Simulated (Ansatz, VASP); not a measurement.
Two plane-wave programs on Si

```xyz
4
Lattice="4.2142 0.0000 0.0000 0.0000 5.9598 0.0000 0.0000 0.0000 3.4898" Properties=species:S:1:pos:R:3 pbc="T T T"
Si    0.0000    0.0000    0.0000
Si    2.1071    2.9799    1.7449
Si    0.0000    1.4899    1.7449
Si    2.1071    4.4698    0.0000
```

This isn't the form of Si at room conditions, which is diamond.

Alike in both runs: task single point; functional PBE; k mesh 4 × 4 × 6; occupations gaussian, width 0.1 eV; no spin polarisation.

|  | VASP | Ansatz |
| --- | --- | --- |
| version | VASP 6.6.1 | Ansatz 0.2.0 |
| potentials or method | VASP PAW PBE potentials, release 64 (Si) | scalar-relativistic, plane waves, PAW |
| plane-wave cutoff (eV) | 520 | 420 |
| valence electrons in the cell | 16 | 16 |

|  | VASP | Ansatz | Ansatz less VASP |
| --- | --- | --- | --- |
| gap on the k mesh at the Fermi level (eV) | none | none | - |
| pressure (GPa) | -2.8 | -2.7 | +0.06 |
| largest component of the traceless stress (GPa) | 18.80 | 18.77 | -0.029 |
| rms of the force components (eV/Å) | 0.721 | 0.724 | +0.0026 |

Atom by atom the forces differ by 0.003 eV/Å (rms over components). A gap of «none» marks a metal or a gap that the smearing closes. The functional is the same, so the differences come from potentials, cutoffs and numerics.

Caveats: the k mesh is coarse (spacing up to 0.37 Å⁻¹), so the values aren't converged; forces of over 1 eV/Å show positions far from the minimum, so gaps and moduli don't describe the material at rest.
